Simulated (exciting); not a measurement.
# Nb (Fm-3m) in exciting: a series of runs

The runs below take Nb through effective masses, band structure, with LDA.

All numbers are computed with exciting (release sodium); they aren't measurements. Logs are shortened: lines on timing, memory, paths and dates and some standing lists are left out, and cuts for length are marked.

### 1 The crystal as given

It takes space group Fm-3m (No. 225, cubic). The conventional cell has a = 4.230 Å, b = 4.230 Å, c = 4.230 Å, α = 90.00°, β = 90.00°, γ = 90.00°. Around Nb (site symmetry m-3m) lie 12 Nb at 2.99 Å.

This isn't the form of Nb at room conditions, which is bcc.

### 2 Effective masses, LDA

run_exciting.py reads:

```python
import subprocess
import xml.etree.ElementTree as ET
from ase.io import read
from ase.units import Bohr

atoms = read("Nb.cif")
import spglib
from ase import Atoms
cell, positions, numbers = spglib.find_primitive((atoms.cell[:], atoms.get_scaled_positions(), atoms.numbers), symprec=1e-5)
atoms = Atoms(numbers, cell=cell, scaled_positions=positions, pbc=True)
rmt = {'Nb': 2.3}  # bohr
tasks = """
<groundstate do="fromscratch" ngridk="11 11 11" rgkmax="8" gmaxvr="14" lmaxapw="10" lmaxmat="10" lmaxvr="8" xctype="LDA_PW" stype="Fermi Dirac" swidth="0.00499791" nempty="12" ValenceRelativity="iora*" epsengy="1e-05" epspot="1e-05" maxscl="60" outputlevel="low"/>
<properties>
  <masstensor vklem="0 0 0" ndspem="1" deltaem="0.025"/>
</properties>
"""

root = ET.Element("input")
ET.SubElement(root, "title").text = "Nb"
structure = ET.SubElement(root, "structure", speciespath="./", tshift="false")
crystal = ET.SubElement(structure, "crystal", scale="1.0")
for vector in atoms.cell / Bohr:
    ET.SubElement(crystal, "basevect").text = " ".join(f"{x:.12f}" for x in vector)
symbols = atoms.get_chemical_symbols()
for element in dict.fromkeys(symbols):
    species = ET.SubElement(structure, "species", speciesfile=element + ".xml", rmt=str(rmt[element]))
    for symbol, position in zip(symbols, atoms.get_scaled_positions(wrap=False)):
        if symbol == element:
            ET.SubElement(species, "atom", coord=" ".join(f"{x:.12f}" for x in position))
root.extend(ET.fromstring("<tasks>" + tasks + "</tasks>"))
ET.indent(root)
ET.ElementTree(root).write("input.xml")
subprocess.run(["exciting_smp"], check=True)
```

Nb.cif reads:

```cif
data_Nb
_cell_length_a 4.23000000
_cell_length_b 4.23000000
_cell_length_c 4.23000000
_cell_angle_alpha 90.00000000
_cell_angle_beta 90.00000000
_cell_angle_gamma 90.00000000
_space_group_name_H-M_alt 'Fm-3m'
_space_group_name_Hall '-F 4 2 3'
_space_group_IT_number 225
loop_
_space_group_symop_operation_xyz
'x,y,z'
'-x,-y,-z'
'-y,x,z'
'y,-x,-z'
'-x,-y,z'
'x,y,-z'
'y,-x,z'
'-y,x,-z'
'x,-y,-z'
'-x,y,z'
'-y,-x,-z'
'y,x,z'
'-x,y,-z'
'x,-y,z'
'y,x,-z'
'-y,-x,z'
'z,x,y'
'-z,-x,-y'
'z,-y,x'
'-z,y,-x'
'z,-x,-y'
'-z,x,y'
'z,y,-x'
'-z,-y,x'
'-z,x,-y'
'z,-x,y'
'-z,-y,-x'
'z,y,x'
'-z,-x,y'
'z,x,-y'
'-z,y,x'
'z,-y,-x'
'y,z,x'
'-y,-z,-x'
'x,z,-y'
'-x,-z,y'
'-y,z,-x'
'y,-z,x'
'-x,z,y'
'x,-z,-y'
'-y,-z,x'
'y,z,-x'
'-x,-z,-y'
'x,z,y'
'y,-z,-x'
'-y,z,x'
'x,-z,y'
'-x,z,-y'
'x,y+1/2,z+1/2'
'-x,-y+1/2,-z+1/2'
'-y,x+1/2,z+1/2'
[... 62 lines left out ...]
'-z+1/2,-x,-y+1/2'
'z+1/2,-y,x+1/2'
'-z+1/2,y,-x+1/2'
'z+1/2,-x,-y+1/2'
'-z+1/2,x,y+1/2'
'z+1/2,y,-x+1/2'
'-z+1/2,-y,x+1/2'
'-z+1/2,x,-y+1/2'
'z+1/2,-x,y+1/2'
'-z+1/2,-y,-x+1/2'
'z+1/2,y,x+1/2'
'-z+1/2,-x,y+1/2'
'z+1/2,x,-y+1/2'
'-z+1/2,y,x+1/2'
'z+1/2,-y,-x+1/2'
'y+1/2,z,x+1/2'
'-y+1/2,-z,-x+1/2'
'x+1/2,z,-y+1/2'
'-x+1/2,-z,y+1/2'
'-y+1/2,z,-x+1/2'
'y+1/2,-z,x+1/2'
'-x+1/2,z,y+1/2'
'x+1/2,-z,-y+1/2'
'-y+1/2,-z,x+1/2'
'y+1/2,z,-x+1/2'
'-x+1/2,-z,-y+1/2'
'x+1/2,z,y+1/2'
'y+1/2,-z,-x+1/2'
'-y+1/2,z,x+1/2'
'x+1/2,-z,y+1/2'
'-x+1/2,z,-y+1/2'
'x+1/2,y+1/2,z'
'-x+1/2,-y+1/2,-z'
'-y+1/2,x+1/2,z'
'y+1/2,-x+1/2,-z'
'-x+1/2,-y+1/2,z'
'x+1/2,y+1/2,-z'
'y+1/2,-x+1/2,z'
'-y+1/2,x+1/2,-z'
'x+1/2,-y+1/2,-z'
'-x+1/2,y+1/2,z'
'-y+1/2,-x+1/2,-z'
'y+1/2,x+1/2,z'
'-x+1/2,y+1/2,-z'
'x+1/2,-y+1/2,z'
'y+1/2,x+1/2,-z'
'-y+1/2,-x+1/2,z'
'z+1/2,x+1/2,y'
'-z+1/2,-x+1/2,-y'
'z+1/2,-y+1/2,x'
'-z+1/2,y+1/2,-x'
'z+1/2,-x+1/2,-y'
'-z+1/2,x+1/2,y'
'z+1/2,y+1/2,-x'
'-z+1/2,-y+1/2,x'
'-z+1/2,x+1/2,-y'
'z+1/2,-x+1/2,y'
'-z+1/2,-y+1/2,-x'
'z+1/2,y+1/2,x'
'-z+1/2,-x+1/2,y'
'z+1/2,x+1/2,-y'
'-z+1/2,y+1/2,x'
'z+1/2,-y+1/2,-x'
'y+1/2,z+1/2,x'
'-y+1/2,-z+1/2,-x'
'x+1/2,z+1/2,-y'
'-x+1/2,-z+1/2,y'
'-y+1/2,z+1/2,-x'
'y+1/2,-z+1/2,x'
'-x+1/2,z+1/2,y'
'x+1/2,-z+1/2,-y'
'-y+1/2,-z+1/2,x'
'y+1/2,z+1/2,-x'
'-x+1/2,-z+1/2,-y'
'x+1/2,z+1/2,y'
'y+1/2,-z+1/2,-x'
'-y+1/2,z+1/2,x'
'x+1/2,-z+1/2,y'
'-x+1/2,z+1/2,-y'
loop_
_atom_site_label
_atom_site_type_symbol
_atom_site_symmetry_multiplicity
_atom_site_Wyckoff_symbol
_atom_site_fract_x
_atom_site_fract_y
_atom_site_fract_z
_atom_site_occupancy
Nb1 Nb 4 a 0.0000000000 0.0000000000 0.0000000000 1
```

Potentials or basis: all-electron LAPW+lo, shipped species files, valence relativity iora*.

Run with:

```sh
$ OMP_NUM_THREADS=1 python run_exciting.py
```

Log:

```text
================================================================================
EXCITING SODIUM started
[... 10 lines left out ...]

 Lattice vectors (cartesian) :
      0.0000000000      3.9967707561      3.9967707561
      3.9967707561      0.0000000000      3.9967707561
      3.9967707561      3.9967707561      0.0000000000

 Reciprocal lattice vectors (cartesian) :
     -0.7860327362      0.7860327362      0.7860327362
      0.7860327362     -0.7860327362      0.7860327362
      0.7860327362      0.7860327362     -0.7860327362

 Unit cell volume                           :     127.6902427950
 Brillouin zone volume                      :       1.9425933259

 Species :    1 (Nb)
     parameters loaded from                 :    Nb.xml
     name                                   :    niobium

     atomic positions (lattice) :
       1 :   0.00000000  0.00000000  0.00000000

 Total number of atoms per unit cell        :       1

 Spin treatment                             :    spin-unpolarised

 Number of Bravais lattice symmetries       :      48
 Number of crystal symmetries               :      48

 k-point grid                               :      11   11   11
 Total number of k-points                   :      56
 k-point set is reduced with crystal symmetries

 R^MT_min * |G+k|_max (rgkmax)              :       8.00000000

 G-vector grid sizes                        :      27    27    27
 Total number of G-vectors                  :    5961

 Total nuclear charge                       :     -41.00000000
 Total electronic charge                    :      41.00000000

 Number of empty states                     :      12
 Total number of valence states             :      19

 Exchange-correlation type                  :       3
     Perdew-Wang, Phys. Rev. B 45, 13244 (1992)

 Smearing scheme                            :    Fermi-Dirac
 Smearing width                             :       0.00499791

++++++++++++++++++++++++++++++++++++++++++++++++++++++++++++++++++++++++++++++++
+ Ending initialization                                                        +
++++++++++++++++++++++++++++++++++++++++++++++++++++++++++++++++++++++++++++++++

********************************************************************************
* Groundstate module started                                                   *
********************************************************************************
 Output level for this task is set to low

++++++++++++++++++++++++++++++++++++++++++++++++++++++++++++++++++++++++++++++++
[... 5 lines left out ...]
+ SCF iteration number :    1                                                  +
++++++++++++++++++++++++++++++++++++++++++++++++++++++++++++++++++++++++++++++++
 Total energy                               :     -3808.59981128
 _______________________________________________________________
 Fermi energy                               :         0.43965943
 DOS at Fermi energy (states/Ha/cell)       :        38.40027706
 Electron charge: Core leakage              :         0.00000959

++++++++++++++++++++++++++++++++++++++++++++++++++++++++++++++++++++++++++++++++
+ SCF iteration number :    2                                                  +
++++++++++++++++++++++++++++++++++++++++++++++++++++++++++++++++++++++++++++++++
 Total energy                               :     -3812.63504435
 _______________________________________________________________
 Fermi energy                               :         0.42976325
 DOS at Fermi energy (states/Ha/cell)       :        39.99157092
 Electron charge: Core leakage              :         0.00000924

 RMS change in effective potential (target) :  0.367331E-01  ( 0.100000E-04)
 Absolute change in total energy   (target) :   4.03523      ( 0.100000E-04)
 Charge distance                   (target) :  0.475800E-02  ( 0.100000E-04)

++++++++++++++++++++++++++++++++++++++++++++++++++++++++++++++++++++++++++++++++
+ SCF iteration number :    3                                                  +
++++++++++++++++++++++++++++++++++++++++++++++++++++++++++++++++++++++++++++++++
 Total energy                               :     -3814.84848941
 _______________________________________________________________
 Fermi energy                               :         0.42314751
 DOS at Fermi energy (states/Ha/cell)       :        40.80787351
 Electron charge: Core leakage              :         0.00000908
[... 70 lines left out ...]
++++++++++++++++++++++++++++++++++++++++++++++++++++++++++++++++++++++++++++++++
+ SCF iteration number :    9                                                  +
++++++++++++++++++++++++++++++++++++++++++++++++++++++++++++++++++++++++++++++++
 Total energy                               :     -3816.42854936
 _______________________________________________________________
 Fermi energy                               :         0.41328710
 DOS at Fermi energy (states/Ha/cell)       :        41.59220453
 Electron charge: Core leakage              :         0.00000905

 RMS change in effective potential (target) :  0.162180E-07  ( 0.100000E-04)
 Absolute change in total energy   (target) :  0.480716E-05  ( 0.100000E-04)
 Charge distance                   (target) :  0.509404E-07  ( 0.100000E-04)

++++++++++++++++++++++++++++++++++++++++++++++++++++++++++++++++++++++++++++++++
+ SCF iteration number :   10                                                  +
++++++++++++++++++++++++++++++++++++++++++++++++++++++++++++++++++++++++++++++++
 Total energy                               :     -3816.42855030
 _______________________________________________________________
 Fermi energy                               :         0.41328711
 DOS at Fermi energy (states/Ha/cell)       :        41.59220560
 Electron charge: Core leakage              :         0.00000905

 RMS change in effective potential (target) :  0.605890E-08  ( 0.100000E-04)
 Absolute change in total energy   (target) :  0.946393E-06  ( 0.100000E-04)
 Charge distance                   (target) :  0.201507E-08  ( 0.100000E-04)

++++++++++++++++++++++++++++++++++++++++++++++++++++++++++++++++++++++++++++++++
| Convergency criteria checked for the last 2 iterations                       +
| Convergence targets achieved. Performing final SCF iteration                 +
++++++++++++++++++++++++++++++++++++++++++++++++++++++++++++++++++++++++++++++++
 Total energy                               :     -3816.42855000
 _______________________________________________________________
 Fermi energy                               :         0.41328711
 DOS at Fermi energy (states/Ha/cell)       :        41.59220558
 Electron charge: Core leakage              :         0.00000905

++++++++++++++++++++++++++++++++++++++++++++++++++++++++++++++++++++++++++++++++
[... 7 lines left out ...]

--------------------------------------------------------------------------------
- CAUTION! Warnings have been written in file WARNING.OUT !                    -
--------------------------------------------------------------------------------
================================================================================
| EXCITING SODIUM stopped                                                      =
================================================================================
```

Run time: 15 s. Hardware: 1 thread of AMD EPYC 7R13 (Zen 3), shared host; peak memory 0.1 GiB.

What came out:

* Band gap on the k mesh: none (metal or under the smearing width)
* Density of states at the Fermi level: 1.53 states/eV per cell

Effective masses (electron masses; levels in eV from the Fermi level):
```tsv
band	level	masses, principal
6	0.08	-0.653, -0.653, -0.653
7	0.08	1.133, 1.133, 1.133
8	0.08	1.133, 1.133, 1.133
9	2.64	-0.566, -0.566, -0.566
10	2.64	2.094, 2.094, 2.094
```

Caveat: the masses are finite differences along the axes, which mix bands that are degenerate at the k point.

### 3 Band structure, LDA

input.xml reads:

```xml
<input>
  <title>Nb</title>
  <structure speciespath="./" tshift="false">
    <crystal scale="1">
      <basevect>5.652287397063 0.000000000000 0.000000000000</basevect>
      <basevect>2.826143698532 4.895024475411 0.000000000000</basevect>
      <basevect>2.826143698532 1.631674825200 4.615073334191</basevect>
    </crystal>
    <species speciesfile="Nb.xml" rmt="2.3">
      <atom coord="0.000000000000 0.000000000000 0.000000000000"/>
    </species>
  </structure>
  <groundstate do="fromscratch" ngridk="11 11 11" rgkmax="9" gmaxvr="14" lmaxapw="10" lmaxmat="10" lmaxvr="8" xctype="LDA_PW" stype="Fermi Dirac" swidth="0.00073499" nempty="12" ValenceRelativity="iora*" epsengy="1e-05" epspot="1e-05" maxscl="60" outputlevel="low"/>
  <properties>
    <bandstructure>
      <plot1d>
        <path steps="80">
          <point coord="0 0 0" label="G"/>
          <point coord="0.5 0 0.5" label="X"/>
          <point coord="0.5 0.25 0.75" label="W"/>
          <point coord="0.375 0.375 0.75" label="K"/>
          <point coord="0 0 0" label="G"/>
          <point coord="0.5 0.5 0.5" label="L"/>
          <point coord="0.625 0.25 0.625" label="U"/>
          <point coord="0.5 0.25 0.75" label="W"/>
          <point coord="0.5 0.5 0.5" label="L"/>
          <point coord="0.375 0.375 0.75" label="K" breakafter="true"/>
          <point coord="0.625 0.25 0.625" label="U"/>
          <point coord="0.5 0 0.5" label="X"/>
        </path>
      </plot1d>
    </bandstructure>
    <dos nwdos="300" winddos="-0.6 0.5" inttype="tetra" ngrdos="100" nsmdos="0"/>
  </properties>
</input>
```

Potentials or basis: all-electron LAPW+lo, shipped species files, valence relativity iora*.

Run with:

```sh
$ OMP_NUM_THREADS=1 exciting_smp
```

Run time: 25 s. Hardware: 1 thread of Arm Neoverse V2, shared host; peak memory 0.1 GiB.

It converged, with:

| Property | Result |
| --- | --- |
| Free energy | -103850.3996 eV |
| Band gap on the k mesh | none (metal or under the smearing width) |

Levels at the corners of the path, in eV from the Fermi level:
| point | band 4 | band 5 | band 6 | band 7 | band 8 | band 9 |
| --- | --- | --- | --- | --- | --- | --- |
| Γ | -30.08 | -6.17 | 0.10 | 0.10 | 0.10 | 2.65 |
| X | -30.50 | -4.01 | -3.28 | 3.59 | 4.59 | 5.20 |
| W | -30.52 | -2.61 | -1.09 | -1.09 | 1.84 | 5.21 |
| K | -30.41 | -3.06 | -2.18 | 0.58 | 2.73 | 4.32 |
| Γ | -30.08 | -6.17 | 0.10 | 0.10 | 0.10 | 2.65 |
| L | -30.23 | -3.80 | -0.10 | -0.10 | 1.42 | 4.62 |
| U | -30.41 | -3.06 | -2.18 | 0.58 | 2.73 | 4.32 |
| W | -30.52 | -2.61 | -1.09 | -1.09 | 1.84 | 5.21 |
| L | -30.23 | -3.80 | -0.10 | -0.10 | 1.42 | 4.62 |
| K | -30.41 | -3.06 | -2.18 | 0.58 | 2.73 | 4.32 |
| U | -30.41 | -3.06 | -2.18 | 0.58 | 2.73 | 4.32 |
| X | -30.50 | -4.01 | -3.28 | 3.59 | 4.59 | 5.20 |

States per cell in windows of 1 eV (zero at the Fermi level; states under -8 eV left out):
```
from (eV)  total
     -8.0   0.00
     -7.0   0.00
     -6.0   0.07
     -5.0   0.16
     -4.0   1.00
     -3.0   1.26
     -2.0   1.09
     -1.0   1.48
      0.0   1.47
      1.0   1.05
      2.0   0.93
      3.0   0.93
      4.0   1.25
      5.0   0.37
      6.0   0.37
      7.0   0.35
```

Caveat: the log's total energy holds no entropy term; the free energy is that total less TS from the occupations.

### 4 For comparison

An earlier run on the cell as given: functional PBEsol; potentials or basis all-electron LAPW+lo, shipped species files, valence relativity iora*; rgkmax 9; k mesh 11 × 11 × 11; occupations fermi-dirac, width 0.05 eV; no spin polarisation.

- Band gap on the k mesh: none (metal or under the smearing width)
- All electrons inside the program's atomic spheres: Nb 38.35 (radii Nb 2.3 bohr)

### 5 Summary

```csv
task,level,smearing,outputlevel,k point of the masses,rgkmax,gap on the mesh (eV)
effective masses,LDA,fermi-dirac 0.136 eV,low,"[0.0, 0.0, 0.0]",8,none
band structure,LDA,fermi-dirac 0.02 eV,low,-,9,none
single point,PBEsol,fermi-dirac 0.05 eV,-,-,9,none
```

Alike in all rows: potentials or basis all-electron LAPW+lo, shipped species files, valence relativity iora*; no spin polarisation; cell as given; k mesh 11 × 11 × 11.

Every run on the cell as given and a fine mesh finds a metal.

Caveats: the free energy is that total less TS from the occupations (some runs); the masses are finite differences along the axes, which mix bands that are degenerate at the k point (some runs).

Compare energies only between runs with the same functional and basis.
